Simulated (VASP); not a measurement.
# CeO (Pm-3m) in VASP: notebook, part 2 of 2

VASP 6.6.1. The steps go on from the part before.

### 4 Single point, LDA+U, collinear spin, ferromagnetic start

File INCAR:

```
SYSTEM = CeO
  PREC = Accurate
  ENCUT = 520
  EDIFF = 1E-6
  ISMEAR = 0
  SIGMA = 0.05
  LREAL = .FALSE.
  LASPH = .TRUE.
  NELM = 150
  ALGO = Normal
  ISIF = 2
  LWAVE = .FALSE.
  LCHARG = .FALSE.
  ISPIN = 2
  MAGMOM = 1 0
  LORBIT = 11
  NUPDOWN = 4
  LMAXMIX = 6
  LDAU = .TRUE.
  LDAUTYPE = 2
  LDAUL = 3 -1
  LDAUU = 2 0
  LDAUJ = 0 0
  LDAUPRINT = 1
  GGA = CA
```

File KPOINTS:

```
regular mesh
0
G
  7 7 7
  0 0 0
```

File POSCAR:

```
CeO
1.0
    2.8880971600      0.0000000000      0.0000000000
    0.0000000000      2.8880971600      0.0000000000
    0.0000000000      0.0000000000      2.8880971600
Ce O
1 1
Direct
    0.0000000000      0.0000000000      0.0000000000
    0.5000000000      0.5000000000      0.5000000000
```

Potentials or basis: VASP PAW LDA potentials, release 64 (Ce, O).

The run is started by

```
cat potpaw_LDA.64/Ce/POTCAR potpaw_LDA.64/O/POTCAR > POTCAR
mpirun -np 1 vasp_std > vasp.out
```

OUTCAR:

```text
SYSTEM = CeO
   PREC = Accurate
   ENCUT = 520
   EDIFF = 1E-6
   ISMEAR = 0
   LREAL = .FALSE.
   LASPH = .TRUE.
   NELM = 150
   ISIF = 2
   ISPIN = 2
   LORBIT = 11
   NUPDOWN = 4
   GGA = CA

 ion  position               nearest neighbor table
   1  0.000  0.000  0.000-   2 2.50   2 2.50   2 2.50   2 2.50   2 2.50   2 2.50   2 2.50   2 2.50

   2  0.500  0.500  0.500-   1 2.50   1 2.50   1 2.50   1 2.50   1 2.50   1 2.50   1 2.50   1 2.50

  LATTYP: Found a simple cubic cell.
 ALAT       =     2.8880971600

  Lattice vectors:

 A1 = (   2.8880971600,   0.0000000000,   0.0000000000)
 A2 = (   0.0000000000,   2.8880971600,   0.0000000000)
 A3 = (   0.0000000000,   0.0000000000,   2.8880971600)

Analysis of symmetry for initial positions (statically):
=====================================================================
 Subroutine PRICEL returns:
 Original cell was already a primitive cell.

 Routine SETGRP: Setting up the symmetry group for a
 simple cubic supercell.

 Subroutine GETGRP returns: Found 48 space group operations
 (whereof 48 operations were pure point group operations)
 out of a pool of 48 trial point group operations.

The static configuration has the point symmetry O_h .

Analysis of symmetry for dynamics (positions and initial velocities):
=====================================================================
 Subroutine PRICEL returns:
 Original cell was already a primitive cell.

 Routine SETGRP: Setting up the symmetry group for a
 simple cubic supercell.

 Subroutine GETGRP returns: Found 48 space group operations
 (whereof 48 operations were pure point group operations)
 out of a pool of 48 trial point group operations.

The dynamic configuration has the point symmetry O_h .

Analysis of structural, dynamic, and magnetic symmetry:
=====================================================================
 Subroutine PRICEL returns:
 Original cell was already a primitive cell.

 Routine SETGRP: Setting up the symmetry group for a
 simple cubic supercell.

 Subroutine GETGRP returns: Found 48 space group operations
 (whereof 48 operations were pure point group operations)
 out of a pool of 48 trial point group operations.

The overall configuration has the point symmetry O_h .

 Subroutine INISYM returns: Found 48 space group operations
 (whereof 48 operations are pure point group operations),
 and found     1 'primitive' translations

----------------------------------------------------------------------------------------

                                     Primitive cell

  volume of cell :      24.0899

  direct lattice vectors                    reciprocal lattice vectors
     2.888097160  0.000000000  0.000000000     0.346248739  0.000000000  0.000000000
     0.000000000  2.888097160  0.000000000     0.000000000  0.346248739  0.000000000
[... 169 lines left out ...]
  o =  0.1705  v = -0.6118 -0.0000  0.7899  0.0000  0.0320 -0.0132  0.0248  0.0000  0.0000  0.0000  0.0000  0.0000  0.0000  0.0000      0.0000  0.0000  0.0000  0.0000  0.0000  0.0000  0.0000  0.0000  0.0000  0.0000  0.0000  0.0000  0.0000  0.0000
  o =  0.1705  v =  0.0247 -0.0000 -0.0319  0.0000  0.7899  0.0058  0.6119  0.0000  0.0000  0.0000  0.0000  0.0000  0.0000  0.0000      0.0000  0.0000  0.0000  0.0000  0.0000  0.0000  0.0000  0.0000  0.0000  0.0000  0.0000  0.0000  0.0000  0.0000
  o =  0.3501  v =  0.0042  0.0000  0.0032 -1.0000  0.0025  0.0000 -0.0033  0.0000  0.0000  0.0000  0.0000  0.0000  0.0000  0.0000      0.0000  0.0000  0.0000  0.0000  0.0000  0.0000  0.0000  0.0000  0.0000  0.0000  0.0000  0.0000  0.0000  0.0000
  o =  0.3501  v =  0.0289  0.0000  0.0224 -0.0039 -0.6120  0.0000  0.7900  0.0000  0.0000  0.0000  0.0000  0.0000  0.0000  0.0000      0.0000  0.0000  0.0000  0.0000  0.0000  0.0000  0.0000  0.0000  0.0000  0.0000  0.0000  0.0000  0.0000  0.0000
  o =  0.3501  v = -0.7900 -0.0000 -0.6120 -0.0054 -0.0224 -0.0000  0.0289  0.0000  0.0000  0.0000  0.0000  0.0000  0.0000  0.0000      0.0000  0.0000  0.0000  0.0000  0.0000  0.0000  0.0000  0.0000  0.0000  0.0000  0.0000  0.0000  0.0000  0.0000

 number of electron      17.9999998 magnetization       4.0001502

 Free energy of the ion-electron system (eV)
  ---------------------------------------------------
  ext. energy  EPLUGINS =         0.00000000
  ---------------------------------------------------
  free energy    TOTEN  =        -8.51465678 eV

  energy without entropy =       -8.50891243  energy(sigma->0) =       -8.51178461

 E-fermi :   7.1754     XC(G=0): -13.5048

 val. band max:       15.4936990203   @ k =   0.4286   0.4286   0.1429
 cond. band min:       7.1864707996   @ k =   0.4286   0.4286   0.1429
 fundamental gap:     -8.3072282207
 Fermi energy:        15.5090053662

 spin component 1

 k-point     1 :       0.0000    0.0000    0.0000
  band No.  band energies     occupation
      1     -21.9871      1.00000
      2      -9.1269      1.00000
      3      -2.6899      1.00000
      4      -2.6899      1.00000
      5      -2.6899      1.00000
      6       6.6832      1.00000
      7       6.6832      1.00000
      8       6.6832      1.00000
      9      10.0161      1.00000
     10      10.0161      1.00000
     11      15.8996      0.00000
     12      15.8996      0.00000
[... 310 lines left out ...]
  band No.  band energies     occupation
      1     -19.4263      1.00000
      2      -9.1296      1.00000
      3      -5.4040      1.00000
      4      -5.3464      1.00000
      5      -5.3464      1.00000
      6       2.7148      1.00000
      7       2.7148      1.00000
      8       3.2479      1.00000
      9      15.9078      0.00000
     10      15.9236      0.00000
     11      15.9236      0.00000
     12      16.4329      0.00000
     13      16.6424      0.00000
     14      16.6424      0.00000
 Fermi energy:         7.1754462890

 spin component 2

 k-point     1 :       0.0000    0.0000    0.0000
  band No.  band energies     occupation
      1     -20.8187      1.00000
      2      -7.5978      1.00000
      3      -1.5477      1.00000
      4      -1.5477      1.00000
      5      -1.5477      1.00000
      6       8.2808      0.00000
      7       8.2808      0.00000
      8       8.2808      0.00000
      9      11.4248      0.00000
     10      11.4248      0.00000
     11      17.2727      0.00000
     12      17.2727      0.00000
[... 311 lines left out ...]
      1     -18.2952      1.00000
      2      -7.5753      1.00000
      3      -4.1796      1.00000
      4      -4.1235      1.00000
      5      -4.1235      1.00000
      6       4.0681      1.00000
      7       4.0681      1.00000
      8       4.6248      1.00000
      9      17.4380      0.00000
     10      17.7816      0.00000
     11      17.7816      0.00000
     12      17.8442      0.00000
     13      18.0473      0.00000
     14      18.0473      0.00000

------------------------ aborting loop because EDIFF is reached ----------------------------------------

  FORCE on cell =-STRESS in cart. coord.  units (eV):
  Direction    XX          YY          ZZ          XY          YZ          ZX
  --------------------------------------------------------------------------------------
  -------------------------------------------------------------------------------------
  Total       10.0935301     10.0935301     10.0935301      0.0000000      0.0000000     -0.0000000
  in kB      671.3025003    671.3025003    671.3025003      0.0000000      0.0000000     -0.0000000
  external PRESSURE =     671.3025003 kB  Pullay stress =       0.0000000 kB

 VOLUME and BASIS-vectors are now :
 -----------------------------------------------------------------------------
  energy-cutoff  :      520.00
  volume of cell :       24.09
      direct lattice vectors                 reciprocal lattice vectors
     2.888097160  0.000000000  0.000000000     0.346248739  0.000000000  0.000000000
     0.000000000  2.888097160  0.000000000     0.000000000  0.346248739  0.000000000
     0.000000000  0.000000000  2.888097160     0.000000000  0.000000000  0.346248739

 POSITION                                       TOTAL-FORCE (eV/Angst)
 -----------------------------------------------------------------------------------
      0.00000      0.00000      0.00000         0.000000      0.000000      0.000000
      1.44405      1.44405      1.44405         0.000000      0.000000      0.000000
 -----------------------------------------------------------------------------------
    total drift:                                0.000000      0.000000     -0.000000

  FREE ENERGIE OF THE ION-ELECTRON SYSTEM (eV)
  ---------------------------------------------------
  free  energy   TOTEN  =        -8.5146567814 eV

  energy  without entropy=       -8.5089124320  energy(sigma->0) =       -8.51178461

 total charge

# of ion       s       p       d       f       tot
--------------------------------------------------
    1        2.077   5.567   1.412   1.639  10.695
    2        1.617   3.240   0.000   0.000   4.858
--------------------------------------------------
tot          3.694   8.807   1.412   1.639  15.552

 magnetization (x)

# of ion       s       p       d       f       tot
--------------------------------------------------
    1        0.037   0.122   0.976   1.528   2.663
    2        0.043   0.792   0.000   0.000   0.835
--------------------------------------------------
tot          0.079   0.914   0.976   1.528   3.498
```

stdout:

```text
POSCAR found type information on POSCAR CeO
 POSCAR found :  2 types and       2 ions
 scaLAPACK will be used
 LDA part: xc-table for (Slater(with rela. corr.)+CA(PZ))
 , standard interpolation
 POSCAR, INCAR and KPOINTS ok, starting setup
 FFT: planning ... GRIDC
 FFT: planning ... GRID_SOFT
 FFT: planning ... GRID
 WAVECAR not read
 entering main loop
```

Run time: 10 s. Hardware: 1 thread of AMD EPYC 9R45 (Zen 5), shared host; peak memory 0.12 GiB.

Results:

- Free energy: -8.5147 eV
- Pressure: 67.1 GPa
- Net moment: 4.00 μB per cell
- Site moments: Ce +2.66; O +0.83 μB
- Valence electrons inside the program's atomic spheres: Ce 10.70; O 4.86

Eigenvalues of the final occupation matrices:
```csv
site,spin,trace,eigenvalues
site 1 f,1,1.60,0.04 0.17 0.17 0.17 0.35 0.35 0.35
site 1 f,2,0.06,0.01 0.01 0.01 0.01 0.01 0.01 0.02
```

Caveat: the magnetic or orbital state may not be the lowest; the moment is held away from its start; a pressure of tens of GPa on the cell as given is suspect, and the run, the potentials or the cell itself is likely at fault; spin-orbit coupling is left out, which moves the levels of the heavy elements; the total moment is fixed, so each spin has its own Fermi level.

### 5 Single point, PBEsol+U, collinear spin, ferromagnetic start

File INCAR:

```
SYSTEM = CeO
ALGO = Normal
EDIFF = 1E-6
ENCUT = 520
GGA = PS
ISIF = 2
ISMEAR = 0
ISPIN = 2
LASPH = .TRUE.
LCHARG = .TRUE.
LDAU = .TRUE.
LDAUJ = 0 0
LDAUL = 3 -1
LDAUPRINT = 1
LDAUTYPE = 2
LDAUU = 2 0
LELF = .TRUE.
LMAXMIX = 6
LORBIT = 11
LREAL = .FALSE.
LVHAR = .TRUE.
LWAVE = .FALSE.
MAGMOM = 1 0
NBANDS = 20
NELM = 120
PREC = Accurate
SIGMA = 0.05
```

File KPOINTS:

```
k-points
0
G
  7 7 7
  0 0 0
```

POSCAR is that of step 4.

Potentials or basis: VASP PAW PBE potentials, release 64 (Ce, O).

The run is started by

```
cat potpaw_PBE.64/Ce/POTCAR potpaw_PBE.64/O/POTCAR > POTCAR
mpirun -np 1 vasp_std > vasp.out
```

Run time: 16 s. Hardware: 1 thread of AMD EPYC 9R45 (Zen 5), shared host; peak memory 0.14 GiB.

The run converged. Its results:

```
Free energy                                           : -15.0007 eV
Pressure                                              : 38.2 GPa
Band gap on the k mesh                                : none (metal or under the smearing width)
Net moment                                            : 0.99 μB per cell
Site moments                                          : Ce +0.95; O -0.02 μB
Valence electrons inside the program's atomic spheres : Ce 10.31; O 5.02
```

Levels at points of the mesh, in eV from the Fermi level:
Spin up:
```
           k point  band 7  band 8  band 9  band 10  band 11  band 12  band 13  band 14
(0.00, 0.00, 0.00)   -4.60   -4.60   -3.57    -3.57     0.65     0.65     0.65     1.09
```
Spin down:
| k point | band 7 | band 8 | band 9 | band 10 | band 11 | band 12 |
| --- | --- | --- | --- | --- | --- | --- |
| (0.00, 0.00, 0.00) | -4.53 | -4.53 | -3.15 | -3.15 | 1.07 | 1.07 |

Eigenvalues of the final occupation matrices:
| site | spin | trace | eigenvalues |
| --- | --- | --- | --- |
| site 1 f | 1 | 1.00 | 0.03 0.03 0.03 0.04 0.29 0.29 0.29 |
| site 1 f | 2 | 0.20 | 0.02 0.02 0.02 0.04 0.04 0.04 0.04 |

Caveat: the magnetic or orbital state may not be the lowest; a pressure of tens of GPa on the cell as given is suspect, and the run, the potentials or the cell itself is likely at fault; the PAW data sets were made with another functional, which shifts forces and pressure a little; spin-orbit coupling is left out, which moves the levels of the heavy elements.

### 6 Summary

```csv
level,potentials or basis,spin,fixed moment (μB),gap on the mesh (eV),pressure (GPa),moment (μB)
LDA+U,"VASP PAW LDA potentials, release 64 (Ce, O)","collinear, zero start",-,none,30.4,0.00
LDA+U,"VASP PAW LDA potentials, release 64 (Ce, O)","collinear, random start",-,none,30.4,0.00
LDA+U,"VASP PAW LDA potentials, release 64 (Ce, O)","collinear, ferromagnetic start",4,-,67.1,4.00
PBEsol+U,"VASP PAW PBE potentials, release 64 (Ce, O)","collinear, ferromagnetic start",-,none,38.2,0.99
```

Alike in all rows: task single point; Ce f U = 2 eV; cell as given; k mesh 7 × 7 × 7; cutoff (eV) 520; smearing gaussian 0.05 eV.

Caveats: the magnetic or orbital state may not be the lowest; a pressure of tens of GPa on the cell as given is suspect, and the run, the potentials or the cell itself is likely at fault; spin-orbit coupling is left out, which moves the levels of the heavy elements; the moment is held away from its start (some runs); the total moment is fixed, so each spin has its own Fermi level (some runs); the PAW data sets were made with another functional, which shifts forces and pressure a little (some runs).

Absolute energies hang on the potentials; compare differences alone.
